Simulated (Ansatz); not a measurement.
# Sn (P-1) in Ansatz: convergence with k mesh

Aim: find how far k mesh must go before the results for Sn settle, at PBEsol. This setting moves, with any that are tied to it; all else stays.

Everything below comes from runs of Ansatz 0.2.0. Logs are shortened: lines on timing, memory, paths and dates and some standing lists are left out, and cuts for length are marked.

### Step 1. Starting point

The typed cell holds 1 atom: a = 3.234 Å, b = 3.520 Å, c = 3.421 Å, α = 119.67°, β = 114.67°, γ = 94.75°.

This isn't the form of Sn at room conditions, which is tetragonal (white tin).

### Step 2. With k mesh 3 × 3 × 3

File input.yaml:

```yaml
crystal:
  lattice:
    - [-1.66643981, 1.70778749, 2.18280218]
    - [1.79387178, -1.85892325, 2.39165312]
    - [1.69371338, 1.88544402, -2.29756241]
  atoms:
    - { symbol: Sn, position: [0.0, 0.0, 0.0] }
hamiltonian:
  xc: pbesol
  pseudopotentials: { kind: paw }
kpoints:
  mp_grid: { grid: [3, 3, 3] }
scf:
  occupations: { method: gaussian, width: 0.1 }
output:
  forces: true
  stress: true
  eigenvalues: true
```

Potentials or basis: Ansatz PAW.

Started as:

```
$ ansatz run input.yaml --threads 2 --pin off --max-ram 5632MiB --backend cpu --events-out ev --progress --plain --runs-dir out
```

Output:

```text
Warning: RAYON_NUM_THREADS=2 ignored (pool sized by the plan → 2); use --threads N
Engine: ansatz 0.2.0, x86_64-unknown-linux-gnu
Pseudopotentials: kind: paw
Pseudopotential: Sn, paw, valence charge 14, recommended cutoff 420 eV (normal), Sn.paw.azcp
Functional definition: PBEsol
  exchange = pbesol_x
  correlation = pbesol_c
Crystal: 1 atoms, lattice volume = 28.609 Å³
Basis set: ecut = 420 eV, 559 PW (Γ), exchange–correlation on 48×48×48 points (8 copies of the dense FFT grid, shifted against one another)
Bands: 11, of which v1, the nominal top of the filled ones, is band 7 counted from 1 (6 counted from 0)
Symmetry: 2 space group operations
Space group: P-1 (ITA 2), of the structure as read, at distance tolerance 3.1e-5 Å
k-points: 14 of 27
Non-local potential: Sn, projectors of the file, l = 0: 2, l = 1: 2, l = 2: 2, l = 3: 2
PAW form: soft (Blöchl's): semilocal exchange-correlation on the pseudo side does not see the compensation charge
PAW frozen core: Sn, regenerated for the run's functional, and the local potential with it (the file was generated under x = pbe(κ = 0.804, μ = 0.2195149727645171), c = pbe(β = 0.06672455060314922))
PAW one-centre angular grid: Sn, 590 points (default); XC on 64 Gauss nodes
Initial density: superposition of atomic densities (neutral atoms: chi_scale 0, normalization atom), corrected by the library's trained network
Initial wavefunctions: pseudopotential atomic-orbital guess
Functional: x = pbesol(κ = 0.804, μ = 0.12345679012345678), c = pbesol(β = 0.046)
SCF iter   1: F=—  HF=-5949.725263 eV  |F-HF|=—  |Δ(HF+E_count)|=         —  Δρ=4.48e-3  dr2=9.53e-3  ethr=1.77e-3  ⟨swp⟩=5.0  Hψ=907  notcnv=0
preconditioner: auto → none  [metal: Δε(μ)=0.057 eV  Ē_g=22.854 eV  σ=0.100 eV  W_gap=0.31  n_scr=8 (ndim 8)  ℏωp=26.0 eV  f_vac=0.000  D(μ)=2.34/eV (n_scr^D=24)  sad-step TF]
SCF iter   2: F=—  HF=-5949.721640 eV  |F-HF|=—  |Δ(HF+E_count)|=   3.62e-3  Δρ=3.19e-3  dr2=4.43e-3  ethr=6.81e-5  ⟨swp⟩=1.2  Hψ=269  notcnv=0
SCF iter   3: F=—  HF=-5949.720012 eV  |F-HF|=—  |Δ(HF+E_count)|=   1.63e-3  Δρ=2.25e-4  dr2=1.54e-5  ethr=3.17e-5  ⟨swp⟩=2.7  Hψ=225  notcnv=0
SCF iter   4: F=—  HF=-5949.720003 eV  |F-HF|=—  |Δ(HF+E_count)|=   9.08e-6  Δρ=4.29e-5  dr2=3.13e-7  ethr=1.10e-7  ⟨swp⟩=2.9  Hψ=249  notcnv=0
iter 5 did not close the SCF: its close was put off for the readings that it lacked (scf_convergence_deferred on its scf_iter line)
SCF iter   5: F=-5949.720003 eV  HF=-5949.720003 eV  |F-HF|=1.85e-8  |Δ(HF+E_count)|=   1.38e-7  Δρ=8.88e-6  dr2=2.14e-8  ethr=2.24e-9  ⟨swp⟩=2.0  Hψ=249  notcnv=0
SCF iter   6: F=-5949.720003 eV  HF=-5949.720003 eV  |F-HF|=1.30e-9  |Δ(HF+E_count)|=   5.67e-9  Δρ=1.75e-6  dr2=1.15e-9  ethr=1.53e-10  ⟨swp⟩=3.9  Hψ=673  notcnv=0
SCF 1 converged in 6 iterations: F = -5949.720003 eV  dr2 = 1.15e-9
SCF converged after 6 iterations
Free energy (F): -5949.720003 eV
Harris-Foulkes:  -5949.720003 eV  (|F-HF|=1.30e-9)
Internal energy: -5949.708287 eV  (E = F + TS)
E sigma→0 (E₀):  -5949.714145 eV
Entropy (-TS):   -0.011716 eV (-11.716 meV/atom)
Fermi energy:    8.915459 eV
--- Per-component energies (eV) ---
  E_band       = -93.457848
  E_kinetic    = 185.077786
  E_local      = -861.635262  (includes V_loc(G=0)·N_el)
  E_nonlocal   = -30.790640
  E_hartree    = 531.795476
  E_xc         = -378.655742
  E_vxc        = -96.062859  (∫ρ·V_xc dr)
  E_paw        = -4064.472648  (= ΣΔE_a)
  E_vpaw       = -353.636411  (= ΣTr[D̂ρ^β])
  E_aug_tail   = -0.000000  (compensation charges beyond the density's cutoff)
  E_ewald      = -1331.312096
  E_core_change = 0.284840  (= ΣΔE_core)
  E_smearing   = -0.011716  (= −TS)
  E_closure    = 0.000000  (closes the sum)
  Σ components = -5949.720003   (vs F -5949.720003, Δ=0.00e0)
--- Forces (eV/Å), atoms counted from 1 ---
  atom   1  Sn     0.00000000     0.00000000     0.00000000
  max |Σ_I F_I| component: 0.00e0 eV/Å
--- Stress (GPa, compression-positive) ---
       -8.930476      -1.298151       1.999136
       -1.298151      -9.378958       0.257903
        1.999136       0.257903      -3.015651
  P = ⅓ Tr σ = -7.1084 GPa (-71.084 kbar)
--- Band table (eV; the first three rows and the last of 14) ---
  k-point 0: bands = ["-11.6486", "-11.5922", "-11.5549", "-11.5277", "-11.4907", "-0.8302", "16.1605", "17.1071", "18.2112", "20.3046", "21.0200"]
  k-point 1: bands = ["-11.6873", "-11.5712", "-11.4899", "-11.4667", "-11.4647", "1.8499", "9.9219", "12.2122", "14.3524", "15.7494", "17.6207"]
  k-point 2: bands = ["-11.6583", "-11.5668", "-11.5430", "-11.4740", "-11.4697", "1.2442", "8.3674", "14.9686", "16.6684", "19.2253", "20.4424"]
  k-point 13: bands = ["-11.6005", "-11.5368", "-11.5104", "-11.4929", "-11.4749", "4.4521", "8.5070", "8.8773", "12.4376", "15.6632", "23.0088"]
```

It took 0.33 s on 2 threads of Intel Xeon Platinum 8488C (Sapphire Rapids), shared host; peak memory 0.29 GiB.

What came out:

```
Free energy            : -5949.7200 eV
Pressure               : -7.1 GPa
Band gap on the k mesh : none (metal or under the smearing width)
```

### Step 3. With k mesh 4 × 4 × 4

Edit input.yaml of step 2 so:

```diff
@@ -11,3 +11,3 @@
 kpoints:
-  mp_grid: { grid: [3, 3, 3] }
+  mp_grid: { grid: [4, 4, 4] }
 scf:
```

Potentials or basis: Ansatz PAW.

Started as:

```
$ ansatz run input.yaml --threads 2 --pin off --max-ram 5632MiB --backend cpu --events-out ev --progress --plain --runs-dir out
```

Wall time 0.43 s (2 threads of Intel Xeon Platinum 8488C (Sapphire Rapids), shared host); peak memory 0.3 GiB.

Results:

| Quantity | Value |
| --- | --- |
| Free energy | -5949.5971 eV |
| Pressure | -3.3 GPa |
| Band gap on the k mesh | none (metal or under the smearing width) |

### Step 4. With k mesh 5 × 5 × 5

Edit input.yaml of step 3 so:

```diff
@@ -11,3 +11,3 @@
 kpoints:
-  mp_grid: { grid: [4, 4, 4] }
+  mp_grid: { grid: [5, 5, 5] }
 scf:
```

Started as:

```
$ ansatz run input.yaml --threads 2 --pin off --max-ram 5632MiB --backend cpu --events-out ev --progress --plain --runs-dir out
```

Run time: 0.56 s. Hardware: 2 threads of Intel Xeon Platinum 8488C (Sapphire Rapids), shared host; peak memory 0.31 GiB.

What came out:

```
Free energy            : -5949.7078 eV
Pressure               : -3.7 GPa
Band gap on the k mesh : none (metal or under the smearing width)
```

### Step 5. With k mesh 6 × 5 × 6

Edit input.yaml of step 4 so:

```diff
@@ -11,3 +11,3 @@
 kpoints:
-  mp_grid: { grid: [5, 5, 5] }
+  mp_grid: { grid: [6, 5, 6] }
 scf:
```

Started as:

```
$ ansatz run input.yaml --threads 2 --pin off --max-ram 5632MiB --backend cpu --events-out ev --progress --plain --runs-dir out
```

Run time: 0.7 s. Hardware: 2 threads of Intel Xeon Platinum 8488C (Sapphire Rapids), shared host; peak memory 0.33 GiB.

Results:

```yaml
Free_energy: -5949.7458 eV
Pressure: -3.8 GPa
Band_gap_on_the_k_mesh: none (metal or under the smearing width)
```

### Step 6. With k mesh 7 × 7 × 8

Edit input.yaml of step 5 so:

```diff
@@ -11,3 +11,3 @@
 kpoints:
-  mp_grid: { grid: [6, 5, 6] }
+  mp_grid: { grid: [7, 7, 8] }
 scf:
```

Potentials or basis: Ansatz PAW.

Started as:

```
$ ansatz run input.yaml --threads 2 --pin off --max-ram 5632MiB --backend cpu --events-out ev --progress --plain --runs-dir out
```

Wall time 1.2 s (2 threads of Intel Xeon Platinum 8488C (Sapphire Rapids), shared host); peak memory 0.37 GiB.

Results (log left out):

- Free energy: -5949.7313 eV
- Pressure: -3.3 GPa
- Band gap on the k mesh: none (metal or under the smearing width)

### Step 7. With k mesh 9 × 8 × 9

Edit input.yaml of step 6 so:

```diff
@@ -11,3 +11,3 @@
 kpoints:
-  mp_grid: { grid: [7, 7, 8] }
+  mp_grid: { grid: [9, 8, 9] }
 scf:
```

Started as:

```
$ ansatz run input.yaml --threads 2 --pin off --max-ram 5632MiB --backend cpu --events-out ev --progress --plain --runs-dir out
```

Run time: 1.9 s. Hardware: 2 threads of Intel Xeon Platinum 8488C (Sapphire Rapids), shared host; peak memory 0.4 GiB.

It converged, with:

| Item | Value |
| --- | --- |
| Free energy | -5949.7119 eV |
| Pressure | -3.3 GPa |
| Band gap on the k mesh | none (metal or under the smearing width) |

### Step 8. With k mesh 11 × 11 × 12

Edit input.yaml of step 7 so:

```diff
@@ -11,3 +11,3 @@
 kpoints:
-  mp_grid: { grid: [9, 8, 9] }
+  mp_grid: { grid: [11, 11, 12] }
 scf:
```

Started as:

```
$ ansatz run input.yaml --threads 2 --pin off --max-ram 5632MiB --backend cpu --events-out ev --progress --plain --runs-dir out
```

Run time: 4 s. Hardware: 2 threads of Intel Xeon Platinum 8488C (Sapphire Rapids), shared host; peak memory 0.52 GiB.

It converged, with:

```yaml
Free_energy: -5949.7223 eV
Pressure: -3.3 GPa
Band_gap_on_the_k_mesh: none (metal or under the smearing width)
```

### Step 9. With k mesh 13 × 13 × 14

Edit input.yaml of step 8 so:

```diff
@@ -11,3 +11,3 @@
 kpoints:
-  mp_grid: { grid: [11, 11, 12] }
+  mp_grid: { grid: [13, 13, 14] }
 scf:
```

Potentials or basis: Ansatz PAW.

Started as:

```
$ ansatz run input.yaml --threads 2 --pin off --max-ram 5632MiB --backend cpu --events-out ev --progress --plain --runs-dir out
```

Run time: 7.5 s. Hardware: 2 threads of Intel Xeon Platinum 8488C (Sapphire Rapids), shared host; peak memory 0.65 GiB.

It converged, with:

| Quantity | Value |
| --- | --- |
| Free energy | -5949.7224 eV |
| Pressure | -3.4 GPa |
| Band gap on the k mesh | none (metal or under the smearing width) |

### Step 10. With k mesh 16 × 15 × 17

Edit input.yaml of step 9 so:

```diff
@@ -11,3 +11,3 @@
 kpoints:
-  mp_grid: { grid: [13, 13, 14] }
+  mp_grid: { grid: [16, 15, 17] }
 scf:
```

Started as:

```
$ ansatz run input.yaml --threads 2 --pin off --max-ram 5632MiB --backend cpu --events-out ev --progress --plain --runs-dir out
```

Wall time 14 s (2 threads of Intel Xeon Platinum 8488C (Sapphire Rapids), shared host); peak memory 0.89 GiB.

It converged, with:

- Free energy: -5949.7206 eV
- Pressure: -3.3 GPa
- Band gap on the k mesh: none (metal or under the smearing width)

### Step 11. Summary

```tsv
k mesh	energy less the tightest run, at zero smearing (meV/atom)	pressure (GPa)	SCF cycles	CPU time (s)	peak memory (GiB)
3 × 3 × 3	5.15	-7.11	6	0.48	0.29
4 × 4 × 4	126.24	-3.34	6	0.68	0.3
5 × 5 × 5	13.12	-3.72	6	0.94	0.31
6 × 5 × 6	-24.94	-3.76	6	1.2	0.33
7 × 7 × 8	-10.88	-3.28	6	2.2	0.37
9 × 8 × 9	9.25	-3.27	6	3.5	0.4
11 × 11 × 12	-1.62	-3.31	6	7.6	0.52
13 × 13 × 14	-1.83	-3.37	6	14	0.65
16 × 15 × 17	0.00	-3.32	6	27	0.89
```

Against the tightest run, the pressure stays within 0.1 GPa from 7 × 7 × 8 on. Not settled before the last step: the energy (to 1 meV/atom). Meshes of other sizes hit other points, so gaps and Fermi surfaces needn't settle smoothly. The tightest run that finished is the yardstick and may itself not be fully converged.

Caveats: the PAW data sets come from PBE, with cores solved anew for the run's functional, which leaves a small shift of forces and pressure.
